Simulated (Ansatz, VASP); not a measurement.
One calculation of AlN, two programs

File INCAR:

```
ALGO = Normal ; EDIFF = 1E-7
ENCUT = 520 ; GGA = CA
ISIF = 2 ; ISMEAR = 0
LASPH = T ; LCHARG = T
LELF = T ; LREAL = F
LVHAR = T ; LWAVE = F
NBANDS = 16 ; NELM = 100
PREC = Accurate ; SIGMA = 0.05
```

KPOINTS

```
k-points
0
Gamma
  9 9 6
```

File POSCAR:

```
AlN
1.0
    3.0629797860      0.0000000000      0.0000000000
   -1.5314898930      2.6526183059      0.0000000000
    0.0000000000      0.0000000000      4.9025525410
Al N
2 2
Direct
    0.3054891404      0.6666666667      0.0015210182
    0.6945108596      0.3333333333      0.5015210182
    0.3581834940      0.6666666667      0.3834789818
    0.6418165060      0.3333333333      0.8834789818
```

Input for Ansatz:

```yaml
crystal:
  lattice:
    - [3.062979786, 0.0, 0.0]
    - [-1.531489893, 2.6526183059, 0.0]
    - [0.0, 0.0, 4.902552541]
  atoms:
    - { symbol: Al, position: [0.3054891404, 0.6666666667, 0.0015210182] }
    - { symbol: Al, position: [0.6945108596, 0.3333333333, 0.5015210182] }
    - { symbol: "N", position: [0.358183494, 0.6666666667, 0.3834789818] }
    - { symbol: "N", position: [0.641816506, 0.3333333333, 0.8834789818] }
basis:
  ecutwfc: 520.0
kpoints:
  mp_grid: { grid: [9, 9, 6] }
hamiltonian:
  xc: lda
  pseudopotentials: { kind: paw, azcp: { folder: soft_1 } }
scf:
  occupations: { method: gaussian, width: 0.05 }
output:
  forces: true
  stress: true
  eigenvalues: true
```

Change from the starting cell: mode 4 frozen in at -0.086 Å, equal normal strain along x, y and z -0.0083.

Alike in both runs: task single point; functional LDA; k mesh 9 × 9 × 6; occupations gaussian, width 0.05 eV; no spin polarisation.

```csv
,VASP,Ansatz
version,VASP 6.6.1,Ansatz 0.2.0
potentials or method,"VASP PAW LDA potentials, release 64 (Al, N)","scalar-relativistic, plane waves, PAW"
plane-wave cutoff (eV),520,520
valence electrons in the cell,16,16
```

```csv
,VASP,Ansatz,Ansatz less VASP
gap on the k mesh at the Fermi level (eV),4.56,4.55,-0.009
least direct gap on the mesh (eV),4.56,4.55,-0.009
pressure (GPa),6.0,5.3,-0.73
largest component of the traceless stress (GPa),0.45,0.42,-0.023
rms of the force components (eV/Å),0.221,0.221,+0.0001
```

Atom by atom the forces differ by 0.002 eV/Å (rms over components). Ansatz warned: «pseudo_functional_mismatch».

Caveats: an odd mesh through Γ misses points on the zone boundary, where band edges often lie.
